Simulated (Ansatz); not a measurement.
ZrB2: relaxation of cell and atoms with r2SCAN+U

Crystal: ZrB2.

```
CELL_PARAMETERS angstrom
3.17000 0.00000 0.00000
-1.58500 2.74530 0.00000
0.00000 0.00000 3.53300
ATOMIC_POSITIONS crystal
Zr 0.00000 0.00000 0.00000
B 0.66667 0.33333 0.50000
B 0.33333 0.66667 0.50000
```

```yaml
Program: Ansatz 0.2.0
Task: relaxation of cell and atoms
Functional: r2SCAN
Potentials_or_basis: Ansatz PAW
Cutoff: "500 eV (not typed: the program's choice for these potentials)"
k_mesh: 10 × 10 × 8
Occupations: fermi-dirac, width 0.05 eV
Spin: no spin polarisation
Hubbard_terms: Zr d U = 3 eV
Hubbard_projectors: ortho-atomic (the default)
Double_counting: fll (the default)
```

- Relaxed volume: 10.41 Å³/atom
- Relaxed cell: a = 3.171 Å, b = 3.171 Å, c = 3.587 Å, α = 90.00°, β = 90.00°, γ = 120.00°
- Space group after relaxing (to 0.05 Å): P6/mmm (No. 191)
- Energy gained by relaxing: 3.3 meV/atom
- Ionic steps: 6
- Pressure after relaxing: 0.0 GPa
- Band gap on the k mesh: none (metal or under the smearing width)

Step by step:
```csv
step,energy change (eV),largest force (eV/Å),volume (Å³)
1,0.0000,0.0000,30.75
2,-0.0018,0.0000,31.61
3,-0.0095,0.0000,31.24
4,-0.0095,0.0000,31.24
5,-0.0095,0.0000,31.23
6,-0.0098,0.0000,31.23
```

Final structure:
```yaml
crystal:
  lattice:
    - [3.17055, 0.00000, 0.00000]
    - [-1.58528, 2.74578, 0.00000]
    - [0.00000, 0.00000, 3.58709]
  atoms:
    - { symbol: Zr, position: [0.00000, 0.00000, 0.00000] }
    - { symbol: B, position: [0.66667, 0.33333, 0.50000] }
    - { symbol: B, position: [0.33333, 0.66667, 0.50000] }
```

Levels at points of the mesh, in eV from the Fermi level:
```tsv
k point	band 5	band 6	band 7	band 8	band 9	band 10	band 11	band 12	band 13
(0.00, 0.00, 0.00)	-13.80	-3.00	-2.72	-2.72	-2.54	3.73	3.73	4.17	4.17
(0.00, 0.00, -0.50)	-11.85	-7.65	-1.14	-1.14	0.61	0.61	0.88	0.88	1.84
(0.00, -0.50, 0.00)	-9.60	-9.44	-4.14	-3.43	-2.63	1.97	2.59	5.12	5.15
(0.00, -0.50, -0.50)	-10.55	-7.79	-4.81	-4.38	-2.60	3.84	3.96	5.45	6.15
```

Eigenvalues of the final occupation matrices:
```tsv
site	spin	trace	eigenvalues
site 1	1	1.44	0.26 0.27 0.27 0.32 0.32
```

Run time: 28 s on 2 threads of Arm Neoverse N1 (shared host), peak memory 0.43 GiB.

Caveat: the plane-wave basis is chosen anew once the cell has moved, so the energies of steps on either side of that aren't comparable; U without spin polarisation on a metal has little footing; the PAW data sets come from PBE, with cores solved anew for the run's functional, which leaves a small shift of forces and pressure; the U is typed as a test and isn't derived for this compound. Zero-point motion and thermal expansion aren't in these numbers.
